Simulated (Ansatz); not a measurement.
Li$_{2}$Se (Fm-3m) under pressure

```yaml
crystal:
  lattice:
    - [2.97237, 2.97237, 0.00000]
    - [-2.97237, 2.97237, 0.00000]
    - [0.00000, 2.97237, 2.97237]
  atoms:
    - { symbol: Li, position: [0.25000, 0.75000, 0.50000] }
    - { symbol: Li, position: [0.75000, 0.25000, 0.50000] }
    - { symbol: Se, position: [0.00000, 0.00000, 0.00000] }
```

This is the zero-pressure cell under PBEsol. Cell and atoms are relaxed by PAW (default files of Ansatz 0.2.0, cutoff 420 eV, stress met within about 0.05 GPa) at each pressure, in this structure whether or not another phase would take over; P is the pressure reached, less that of this cell. Levels come from PBEsol, all-electron LAPW in Ansatz 0.2.0, scalar-relativistic; k mesh 8×8×8, fixed occupations, basis error target 0.5 meV/atom. Conduction levels are in eV over the valence top (at Γ), at fixed fractional wave vectors. Zone-centre phonons come from finite displacements by PAW, without the LO-TO term.

```
P (GPa)    V/V₀      X      Γ  T1u TO (cm⁻¹)  T2g (cm⁻¹)
  -1.96  1.0652  2.866  3.102          254.4       323.8
   0.00  1.0000  2.815  3.361          286.2       350.8
   2.00       ?      ?      ?              ?           ?
   3.98  0.9101  2.716  3.782          335.6       394.6
   7.02  0.8612  2.645  4.048          366.0       422.3
   9.95  0.8235  2.579  4.275          391.4       445.9
  14.98  0.7724  2.472  4.615          429.1       481.7
```

**Question.** Fit the third-order Birch-Murnaghan equation to the rows shown.

**Answer.** With f = [(V₀/V)^(2/3) − 1]/2, the normalised pressure F = P/[3f(1 + 2f)^(5/2)] is 35.3 GPa at f = -0.0206, 34.9 GPa at f = 0.0324, 34.8 GPa at f = 0.0524, 34.7 GPa at f = 0.0691, 34.6 GPa at f = 0.0940. The line F = B₀[1 + (3/2)(B′ − 4)f] gives B₀ = 35.1 GPa and B′ = 3.9.

**Question.** What are the volume deformation potentials and pressure coefficients of these levels at zero pressure?

**Answer.** 

```
level  dE/dlnV (eV)  dE/dP = −(dE/dlnV)/B₀ (meV/GPa)  mean slope up to 4.0 GPa (meV/GPa)
    X          0.90                            -25.6                               -24.9
    Γ         -4.25                            121.0                               105.9
```

dE/dlnV is the slope of a cubic fit in ln V at V₀. The last column is read from two rows and shows how the slope bends with pressure. A level that another band crosses inside the range is left out of the tables.

**Question.** What mode Grüneisen parameters follow?

**Answer.** γ = −d ln ω/d ln V at V₀ from a quadratic fit in ln V: T1u 1.78, T2g 1.26.

**Question.** Fill the row at 2.00 GPa.

**Answer.** The fits give V/V₀ = 0.9497 and X = 2.765 eV. Computed: V/V₀ = 0.9497, X = 2.765, Γ = 3.587, T1u TO (cm⁻¹) = 312.9, T2g (cm⁻¹) = 374.3.

Limits of these numbers: no other phase was computed; many crystals of this kind change structure within this range, and rows or crossings beyond such a change describe a metastable lattice; no spin-orbit coupling on heavy atoms; the frozen-core PAW files of the relaxations were fitted under PBE, their cores solved anew for this functional; semilocal gaps are low, and the spacing of valleys can be off by tenths of an eV; levels are read at fixed fractional k, so an edge that moves off these points is missed.
